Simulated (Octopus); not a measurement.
Runs of Octopus 16.4 on MgB2. It takes space group P6/mmm (No. 191, hexagonal). The conventional cell has a = 3.085 Å, b = 3.085 Å, c = 3.523 Å, α = 90.00°, β = 90.00°, γ = 120.00°. Mg (site symmetry 6/mmm) is surrounded by 12 B at 2.51 Å. B (site symmetry -6m2) has 3 B at 1.78 Å as nearest neighbours. 

| task | level | potentials or basis | grid spacing | gap on the mesh (eV) | V0 of scaled cells (Å³/atom) | B0 (GPa) |
| --- | --- | --- | --- | --- | --- | --- |
| equation of state | PBEsol | pseudodojo_pbesol (PseudoDojo 0.4, PBEsol) | - | - | 9.51 | 139 |
| single point | PBEsol | pseudodojo_pbesol (PseudoDojo 0.4, PBEsol) | 0.123 × 0.123 × 0.121 Å | none | - | - |
| equation of state | PBE | pseudodojo_pbe (PseudoDojo 0.5, PBE) | - | - | 9.64 | (a) |
| single point | PBE | pseudodojo_pbe (PseudoDojo 0.5, PBE) | 0.123 × 0.123 × 0.121 Å | none | - | - |

Alike in all rows: no spin polarisation; cell as given; k mesh 10 × 10 × 8; smearing fermi-dirac 0.05 eV.

Problem. Fill in the values left out.

Solution. (a) 137.

Caveats: the number of grid points is fixed, so the spacing changes with the cell, which shifts volumes and moduli (some runs); the cell was scaled at fixed shape and fractional positions, which overstates the stiffness of a crystal with free parameters, most of all of layers and chains (some runs).

A k mesh can miss the band edges.

A gap of «none» marks a metal or a gap under the smearing width.

Not every run made on this cell is shown here.
